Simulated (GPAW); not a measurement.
Here is a GPAW 26.7.0 calculation.

The input run.py:

```python
from ase.dft.bandgap import bandgap
from ase.io import read, write
from ase.units import GPa
from gpaw import GPAW, PW, setup_paths

setup_paths.insert(0, '.')

atoms = read('ZnS.xyz')

calc = GPAW(mode=PW(600),
            xc='GGA_X_PBEINT+GGA_C_PBEINT',
            kpts={'size': (6, 6, 3), 'gamma': True},
            occupations={'name': 'fermi-dirac', 'width': 0.05},
            nbands=31,
            convergence={'density': 1e-05, 'energy': 1e-05},
            maxiter=150,
            txt='gpaw.txt')
atoms.calc = calc
energy = atoms.get_potential_energy()
forces = atoms.get_forces()
stress = atoms.get_stress()
calc.write('gs.gpw')
write('result.traj', atoms)
print(f'Energy: {energy:.6f} eV')
print('Forces (eV/A):')
print(forces.round(4))
print('Stress (GPa):', (stress / GPa).round(3))
print('Fermi level:', round(calc.get_fermi_level(), 4), 'eV')
print(f'Gap: {bandgap(calc)[0]:.4f} eV, direct: {bandgap(calc, direct=True)[0]:.4f} eV')

path = atoms.cell.bandpath('GMKGALHA,LM,KH', npoints=80, eps=1e-4)
bs_calc = calc.fixed_density(kpts=path, symmetry='off', nbands=48,
                             convergence={'bands': 'CBM+6.0', 'eigenstates': 1e-6}, txt='bands.txt')
bs = bs_calc.band_structure()
bs.write('bs.json')
print(f'Gap on the path: {bandgap(bs_calc)[0]:.4f} eV')
```

The input ZnS.xyz:

```xyz
4
Lattice="3.8110000000 0.0000000000 0.0000000000 -1.9055000000 3.3004228138 0.0000000000 0.0000000000 0.0000000000 6.2340000000" Properties=species:S:1:pos:R:3 pbc="T T T"
Zn     1.9055000002      1.1001409378      3.1170000000
Zn    -0.0000000002      2.2002818760      0.0000000000
S      1.9055000002      1.1001409378      5.5170900000
S     -0.0000000002      2.2002818760      2.4000900000
```

Potentials or basis: PAW data sets generated in the run's folder for this functional, pw.

Command:

```console
$ gpaw-setup -f GGA_X_PBEINT+GGA_C_PBEINT S Zn
$ OMP_NUM_THREADS=1 python run.py
```

Q: Predict the band gap on the k mesh.

A: 2.19 eV, direct.

Q: Estimate the band gap along the path.

A: 2.19 eV, direct.

Stress tensor (GPa, compression positive):
```
 0.84  0.00  0.00
 0.00  0.84  0.00
 0.00  0.00 -1.24
```

**Measured values to compare with.**

From a printed reference work, monograph, for a bulk crystal of ZnS at 4 K: band gap 3.911 eV (direct).

A measured gap of ZnS is 3.911 eV (direct; 4 K; a printed reference work, monograph); the calculated 2.19 eV misses it by -1.72 eV. The value is that of PBEint, without temperature or zero-point motion.
